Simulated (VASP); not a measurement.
# GaSb (F-43m) in VASP: further runs, part 2 of 2

VASP 6.6.1. The steps go on from the part before.

## Step 3: Single point, PBE (30.62 Å³/atom)

This run uses another cell than the first one, of 30.62 Å³/atom.

INCAR

```
SYSTEM = GaSb
PREC = Accurate ; ENCUT = 520
EDIFF = 1E-6 ; ISMEAR = -1
SIGMA = 0.15 ; LREAL = .False.
LASPH = .True. ; NELM = 60
ALGO = Normal ; ISIF = 2
LWAVE = .False. ; LCHARG = .False.
GGA = PE ; NBANDS = 16
```

KPOINTS

```
Automatic mesh
0
Gamma
  12 12 12
  0 0 0
```

POSCAR

```
GaSb
1.0
    0.0000000000      3.1283881401      3.1283881401
    3.1283881401      0.0000000000      3.1283881401
    3.1283881401      3.1283881401      0.0000000000
Ga Sb
1 1
Direct
    0.0000000000      0.0000000000      0.0000000000
    0.7500000000      0.7500000000      0.7500000000
```

Potentials or basis: VASP PAW PBE potentials, release 64 (Ga_d, Sb).

Started as:

```sh
> cat potpaw_PBE.64/Ga_d/POTCAR potpaw_PBE.64/Sb/POTCAR > POTCAR
> mpirun -np 1 vasp_std > vasp.out
```

OUTCAR:

```text
SYSTEM = GaSb
   PREC = Accurate
   ENCUT = 520
   EDIFF = 1E-6
   ISMEAR = -1
   LREAL = .False.
   LASPH = .True.
   NELM = 60
   ISIF = 2
   GGA = PE

 ion  position               nearest neighbor table
   1  0.000  0.000  0.000-   2 2.71   2 2.71   2 2.71   2 2.71
   2  0.750  0.750  0.750-   1 2.71   1 2.71   1 2.71   1 2.71

  LATTYP: Found a face centered cubic cell.
 ALAT       =     6.2567762802

  Lattice vectors:

 A1 = (   0.0000000000,   3.1283881401,   3.1283881401)
 A2 = (   3.1283881401,   0.0000000000,   3.1283881401)
 A3 = (   3.1283881401,   3.1283881401,   0.0000000000)

Analysis of symmetry for initial positions (statically):
=====================================================================
 Subroutine PRICEL returns:
 Original cell was already a primitive cell.

 Routine SETGRP: Setting up the symmetry group for a
 face centered cubic supercell.

 Subroutine GETGRP returns: Found 24 space group operations
 (whereof 24 operations were pure point group operations)
 out of a pool of 48 trial point group operations.

The static configuration has the point symmetry T_d .

Analysis of symmetry for dynamics (positions and initial velocities):
=====================================================================
 Subroutine PRICEL returns:
 Original cell was already a primitive cell.

 Routine SETGRP: Setting up the symmetry group for a
 face centered cubic supercell.

 Subroutine GETGRP returns: Found 24 space group operations
 (whereof 24 operations were pure point group operations)
 out of a pool of 48 trial point group operations.

The dynamic configuration has the point symmetry T_d .

 Subroutine INISYM returns: Found 24 space group operations
 (whereof 24 operations are pure point group operations),
 and found     1 'primitive' translations

----------------------------------------------------------------------------------------

                                     Primitive cell

  volume of cell :      61.2339

  direct lattice vectors                    reciprocal lattice vectors
     0.000000000  3.128388140  3.128388140    -0.159826715  0.159826715  0.159826715
     3.128388140  0.000000000  3.128388140     0.159826715 -0.159826715  0.159826715
     3.128388140  3.128388140  0.000000000     0.159826715  0.159826715 -0.159826715

  length of vectors
     4.424208936  4.424208936  4.424208936     0.276827991  0.276827991  0.276827991

  position of ions in fractional coordinates (direct lattice)
     0.000000000  0.000000000  0.000000000
     0.750000000  0.750000000  0.750000000

  ion indices of the primitive-cell ions
   primitive index   ion index
                 1           1
                 2           2

----------------------------------------------------------------------------------------

 KPOINTS: Automatic mesh

Automatic generation of k-mesh.
 Grid dimensions read from file:
 generate k-points for:   12   12   12

 Generating k-lattice:

  Cartesian coordinates                     Fractional coordinates (reciprocal lattice)
    -0.013318893  0.013318893  0.013318893     0.083333333  0.000000000  0.000000000
     0.013318893 -0.013318893  0.013318893     0.000000000  0.083333333  0.000000000
     0.013318893  0.013318893 -0.013318893     0.000000000  0.000000000  0.083333333

  Length of vectors
     0.023068999  0.023068999  0.023068999

  Shift w.r.t. Gamma in fractional coordinates (k-lattice)
     0.000000000  0.000000000  0.000000000

 Subroutine IBZKPT returns following result:
 ===========================================

 Found     72 irreducible k-points:

 Following reciprocal coordinates:
            Coordinates               Weight
  0.000000  0.000000  0.000000      1.000000
  0.083333  0.000000  0.000000      8.000000
  0.166667  0.000000  0.000000      8.000000
  0.250000  0.000000  0.000000      8.000000
  0.333333  0.000000  0.000000      8.000000
  0.416667  0.000000  0.000000      8.000000
[... 16 lines left out ...]
  0.500000  0.166667  0.000000     24.000000
 -0.416667  0.166667  0.000000     24.000000
 [... further k-points ...]
   k-points           NKPTS =     72   k-points in BZ     NKDIM =     72   number of bands    NBANDS=     16
   number of dos      NEDOS =    301   number of ions     NIONS =      2
   total plane-waves  NPLWV =  46656
   dimension x,y,z NGX =    36 NGY =   36 NGZ =   36
   dimension x,y,z NGXF=    72 NGYF=   72 NGZF=   72
   ions per type =               1   1
   NGX,Y,Z   is equivalent  to a cutoff of  13.53, 13.53, 13.53 a.u.
   NGXF,Y,Z  is equivalent  to a cutoff of  27.06, 27.06, 27.06 a.u.
 SYSTEM =  GaSb
   PREC   = accura    normal or accurate (medium, high low for compatibility)
   ISTART =      0    job   : 0-new  1-cont  2-samecut
   ICHARG =      2    charge: 1-file 2-atom 10-const
   ISPIN  =      1    spin polarized calculation?
   LNONCOLLINEAR =      F non collinear calculations
   LSORBIT =      F    spin-orbit coupling
   LASPH  =      T    aspherical Exc in radial PAW
   ENCUT  =  520.0 eV  38.22 Ry    6.18 a.u.   8.23  8.23  8.23*2*pi/ulx,y,z
   NELM   =     60;   NELMIN=  2; NELMDL= -5     # of ELM steps
   EDIFF  = 0.1E-05   stopping-criterion for ELM
   LREAL  =      F    real-space projection
   EDIFFG = 0.1E-04   stopping-criterion for IOM
   NSW    =      0    number of steps for IOM
   IBRION =     -1    ionic relax: 0-MD 1-quasi-New 2-CG
   NFREE  =      0    steps in history (QN), initial steepest desc. (CG)
   ISIF   =      2    stress and relaxation
   ISYM   =      2    0-nonsym 1-usesym 2-fastsym
   POTIM  = 0.5000    time-step for ionic-motion
   TEBEG  =    0.0;   TEEND  =   0.0 temperature during run
   PSTRESS=    0.0 pullay stress
   NELECT =      18.0000    total number of electrons
   NUPDOWN=      -1.0000    fix difference up-down
   EMIN   =  10.00;   EMAX   =-10.00  energy-range for DOS
   EFERMI =   0.00;   METHOD = LEGACY
   ISMEAR =    -1;   SIGMA  =   0.15  broadening in eV -4-tet -1-fermi 0-gaus
   EFERMI_NEDOS =   21; number of points for ismear=-14 and -15
   IALGO  =     38    algorithm
   IMIX   =      4    mixing-type and parameters
     AMIX     =   0.40;   BMIX     =  1.00
     AMIX_MAG =   1.60;   BMIX_MAG =  1.00
  volume/ion in A,a.u.               =      30.62       206.61
  Fermi-wavevector in a.u.,A,eV,Ry     =   1.088517  2.056998 16.121112  1.184868
  Thomas-Fermi vector in A             =   2.224700
   LORBIT       =      0    0 simple, 1 ext, 2 COOP (PROOUT), +10 PAW based schemes
   GGA     = PE    functional components
   LHFCALC =     F    Hartree Fock is set to
   AEXX    =    0.0000 exact exchange contribution
   IVDW    =     0    specifies the selected vdW correction
   LEPSILON=     F    determine dielectric tensor
   LRPA    =     F    only Hartree local field effects (RPA)
 non-spin polarized calculation
  energy-cutoff  :      520.00
  volume of cell :       61.23
 maximum number of plane-waves:      1676
 NGX is ok and might be reduce to    36
   NGX = 17   NGY = 17   NGZ = 17

 number of electron      17.9999995 magnetization

 Free energy of the ion-electron system (eV)
  ---------------------------------------------------
  ext. energy  EPLUGINS =         0.00000000
  ---------------------------------------------------
  free energy    TOTEN  =        -7.37275346 eV

  energy without entropy =       -7.36437934  energy(sigma->0) =       -7.36856640

 E-fermi :   4.3750     XC(G=0):  -8.7999

 val. band max:        4.2041688562   @ k =   0.0000   0.0000   0.0000
 cond. band min:       4.4763599908   @ k =   0.5000   0.0000   0.0000
 fundamental gap:      0.2721911346
 Fermi energy:         4.3749541080

 k-point     1 :       0.0000    0.0000    0.0000
  band No.  band energies     occupation
      1     -10.7064      2.00000
      2     -10.7064      2.00000
      3     -10.7064      2.00000
      4     -10.6661      2.00000
      5     -10.6661      2.00000
      6      -6.8245      2.00000
[... 8 lines left out ...]
     15      12.6694      0.00000
     16      12.6694      0.00000
[... 419 lines left out ...]
 k-point    24 :      -0.4167    0.1667    0.0000
  band No.  band energies     occupation
      1     -10.7295      2.00000
      2     -10.6962      2.00000
      3     -10.6955      2.00000
      4     -10.6672      2.00000
      5     -10.6660      2.00000
      6      -5.1932      2.00000
[... 8 lines left out ...]
     15      12.7422      0.00000
     16      13.1800      0.00000

 [... further k-points ...]

------------------------ aborting loop because EDIFF is reached ----------------------------------------

  FORCE on cell =-STRESS in cart. coord.  units (eV):
  Direction    XX          YY          ZZ          XY          YZ          ZX
  --------------------------------------------------------------------------------------
  -------------------------------------------------------------------------------------
  Total       -0.2942001     -0.2942001     -0.2942001      0.0000000      0.0000000     -0.0000000
  in kB       -7.6977101     -7.6977101     -7.6977101      0.0000000      0.0000000     -0.0000000
  external PRESSURE =      -7.6977101 kB  Pullay stress =       0.0000000 kB

 VOLUME and BASIS-vectors are now :
 -----------------------------------------------------------------------------
  energy-cutoff  :      520.00
  volume of cell :       61.23
      direct lattice vectors                 reciprocal lattice vectors
     0.000000000  3.128388140  3.128388140    -0.159826715  0.159826715  0.159826715
     3.128388140  0.000000000  3.128388140     0.159826715 -0.159826715  0.159826715
     3.128388140  3.128388140  0.000000000     0.159826715  0.159826715 -0.159826715

 POSITION                                       TOTAL-FORCE (eV/Angst)
 -----------------------------------------------------------------------------------
      0.00000      0.00000      0.00000         0.000000     -0.000000     -0.000000
      4.69258      4.69258      4.69258        -0.000000      0.000000      0.000000
 -----------------------------------------------------------------------------------
    total drift:                               -0.000001     -0.000001     -0.000001

  FREE ENERGIE OF THE ION-ELECTRON SYSTEM (eV)
  ---------------------------------------------------
  free  energy   TOTEN  =        -7.3727534562 eV

  energy  without entropy=       -7.3643793359  energy(sigma->0) =       -7.36856640
```

OSZICAR:

```text
N       E                     dE             d eps       ncg     rms          rms(c)
DAV:   1     0.820902673675E+02    0.82090E+02   -0.84662E+03  2320   0.134E+03
DAV:   2    -0.965931043684E+00   -0.83056E+02   -0.80178E+02  2776   0.297E+02
DAV:   3    -0.730175981248E+01   -0.63358E+01   -0.63215E+01  2720   0.651E+01
DAV:   4    -0.741460222067E+01   -0.11284E+00   -0.11283E+00  3024   0.972E+00
DAV:   5    -0.741710095317E+01   -0.24987E-02   -0.24987E-02  2832   0.126E+00    0.292E+00
DAV:   6    -0.738087439003E+01    0.36227E-01   -0.60504E-02  3320   0.369E+00    0.173E+00
DAV:   7    -0.737127424393E+01    0.96001E-02   -0.31755E-02  2656   0.142E+00    0.337E-01
DAV:   8    -0.737221282160E+01   -0.93858E-03   -0.41019E-03  3056   0.708E-01    0.673E-02
DAV:   9    -0.737268079431E+01   -0.46797E-03   -0.60392E-04  2688   0.195E-01    0.289E-02
DAV:  10    -0.737274185232E+01   -0.61058E-04   -0.65880E-05  2872   0.443E-02    0.901E-03
DAV:  11    -0.737275252969E+01   -0.10677E-04   -0.16938E-05  2728   0.305E-02    0.513E-03
DAV:  12    -0.737275373030E+01   -0.12006E-05   -0.20597E-06  2864   0.796E-03    0.247E-03
DAV:  13    -0.737275345619E+01    0.27411E-06   -0.12227E-07  1880   0.343E-03
   1 F= -.73727535E+01 E0= -.73685664E+01  d E =-.837412E-02
```

stdout:

```text
POSCAR found type information on POSCAR GaSb
 POSCAR found :  2 types and       2 ions
 scaLAPACK will be used
 LDA part: xc-table for (Slater+PW92), standard interpolation
 POSCAR, INCAR and KPOINTS ok, starting setup
 FFT: planning ... GRIDC
 FFT: planning ... GRID_SOFT
 FFT: planning ... GRID
 WAVECAR not read
 entering main loop
```

Wall time 63 s (1 thread of AMD EPYC 9R14 (Zen 4), shared host); peak memory 0.21 GiB.

Results:

| Quantity | Value |
| --- | --- |
| Free energy | -7.3728 eV |
| Pressure | -0.8 GPa |
| Band gap on the k mesh | zero (filled and empty bands touch) |

Levels at points of the mesh, in eV from the Fermi level:
| k point | band 6 | band 7 | band 8 | band 9 | band 10 | band 11 | band 12 | band 13 |
| --- | --- | --- | --- | --- | --- | --- | --- | --- |
| (0.00, 0.00, 0.00) | -11.20 | -0.60 | -0.17 | -0.17 | -0.17 | 2.62 | 2.62 | 2.62 |
| (0.50, 0.00, 0.00) | -9.74 | -6.22 | -1.22 | -1.22 | 0.10 | 3.57 | 3.57 | 6.33 |
| (0.50, 0.50, 0.00) | -9.01 | -6.69 | -2.52 | -2.52 | 0.80 | 1.20 | 8.08 | 8.08 |

Caveat: semilocal functionals underestimate gaps, and a narrow one can read as zero; spin-orbit coupling is left out, which moves the levels of the heavy elements.

## Step 4: How close it comes

Step 2. Against the measured gap of GaSb, 0.811 eV (direct; 4.2 K; a printed reference work, data compilation), the calculated 0.00 eV is off by -0.81 eV. Spin-orbit coupling on Ga, Sb is left out. The value is that of PBE on a finite k mesh, which can miss the band edges, without temperature or zero-point motion. Semilocal functionals fall short of measured gaps as a rule.

The gap in the log of VASP goes by the Fermi energy; the results here count the filled bands.